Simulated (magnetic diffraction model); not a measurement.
## MnCl2O below its ordering temperature

Space group C2/c (no. 15), a = 13.4860 Å, b = 3.7250 Å, c = 7.1080 Å, β = 105.31°.

```
site  atom       x       y       z
  4e    Mn       0  0.9363     1/4
  8f    Cl  0.8704  0.9920  0.9307
  4e     O       0  0.5045     3/4
```

This is a made-up structure (elements placed in a structure type, unrelaxed), so the numbers test the method and describe no known phase.

Only Mn is taken to order (form factors of Mn4+); orders and moment sizes are assumed, and not adapted to the symmetry. Radiation: neutrons of λ = 4.2 Å, 5° to 100°; isotropic B of 0.29 Å² (Mn), 0.27 Å² (Cl) and 0.36 Å² (O). The intensities are simulated: I ∝ L Σ (|F_N|² + |F_M⊥|²) for unpolarised neutrons, with F_M = 2.695 fm/μB × Σ f(s) S exp(2πi Q·r) exp(−B s²) at Q = H ± k (one set where k and −k are equivalent), only the part normal to Q counting and L = 1/(sin²θ cos θ). For collinear order S is the moment m, which repeats by lattice and centring translations R with the sign exp(−2πi k·R). Form factors are spin-only for 3d ions and dipole or tabulated for f ions, scattering lengths are Sears's of 1992, and absorption is left out. A label names one of the reflections at its angle. The strongest nuclear line in the range is 100, and lines under 0.2 are left out.

Above the ordering temperature:

```csv
2θ (°),index,I
37.68,(2 0 0),0.3
71.81,(1 1 0),3.6
75.53,(2 0 -2),15.4
75.56,(0 0 2),11.6
79.82,(1 1 -1),0.3
80.45,(4 0 0),29.4
85.85,(1 1 1),1.2
96.02,(3 1 0),100.0
99.61,(4 0 -2),22.1
99.67,(2 0 2),26.0
```

Below it (cell unchanged):

```tsv
2θ (°)	I
37.42	5.3
37.68	0.3
39.82	8.4
44.27	7.2
50.38	1.4
57.75	1.3
63.58	3.9
65.22	1.8
66.23	1.1
68.49	1.1
71.81	3.6
73.21	3.0
75.53	15.4
75.56	11.6
75.70	1.3
79.39	1.3
79.82	0.3
80.45	29.4
85.85	1.2
86.88	0.8
95.90	0.3
96.02	100.0
98.28	0.3
99.61	22.1
99.67	26.0
```

**Question.** Check that the new lines index with k = (1/2 1/2 1/2), then choose among these models:
A. collinear moments along [111], 2.79 μB on Mn; signs + at (0, 0.9363, 1/4), − at (0, 0.0637, 3/4)
B. collinear moments along [101], 2.79 μB on Mn; signs + at (0, 0.9363, 1/4), + at (0, 0.0637, 3/4)
C. collinear moments along [101], 2.79 μB on Mn; signs + at (0, 0.9363, 1/4), − at (0, 0.0637, 3/4)
D. collinear moments along [111], 2.79 μB on Mn; signs + at (0, 0.9363, 1/4), + at (0, 0.0637, 3/4)

The new lines index as (1/2 1/2 -1/2) at 37.42°, (1/2 1/2 1/2) at 39.82°, (-3/2 1/2 1/2) at 44.27° and (3/2 -1/2 1/2) at 50.38°, that is as H ± k with k = (1/2 1/2 1/2), one of 2 inequivalent arms of its star (k and −k counted as one), which a powder can't tell apart. Half indices mean that the moments reverse under translations with k·R a half-integer, and the magnetic cell has twice the primitive volume.

Magnetic intensity, observed (below minus above) and for each model:

| 2θ (°) | index | observed | A | B | C | D |
| --- | --- | --- | --- | --- | --- | --- |
| 37.42 | (1/2 1/2 -1/2) | 5.3 | 11.4 | 5.3 | 12.1 | 5.0 |
| 39.82 | (1/2 1/2 1/2) | 8.4 | 2.6 | 8.4 | 3.7 | 6.0 |
| 44.27 | (-3/2 1/2 1/2) | 7.2 | 3.6 | 7.2 | 3.1 | 8.3 |
| 50.38 | (3/2 -1/2 1/2) | 1.4 | 4.8 | 1.4 | 3.1 | 2.1 |
| 57.75 | (5/2 1/2 -1/2) | 1.3 | 2.0 | 1.3 | 3.0 | 0.9 |
| 63.58 | (1/2 1/2 -3/2) | 3.9 | 1.8 | 3.9 | 1.7 | 4.2 |
| 65.22 | (-3/2 1/2 3/2) | 1.8 | 4.0 | 1.8 | 4.0 | 1.7 |
| 73.21 | (5/2 1/2 -3/2) | 3.0 | 1.2 | 3.0 | 1.3 | 2.8 |

Model B matches.

The structure used: k = (1/2 1/2 1/2), collinear moments along [101], 2.79 μB on Mn; signs + at (0, 0.9363, 1/4), + at (0, 0.0637, 3/4).

[Logs are printed without paths, hosts, clocks, repeated set-up lines and the standing remarks that a program may print on its own settings, such as how far it seeks lower states.]
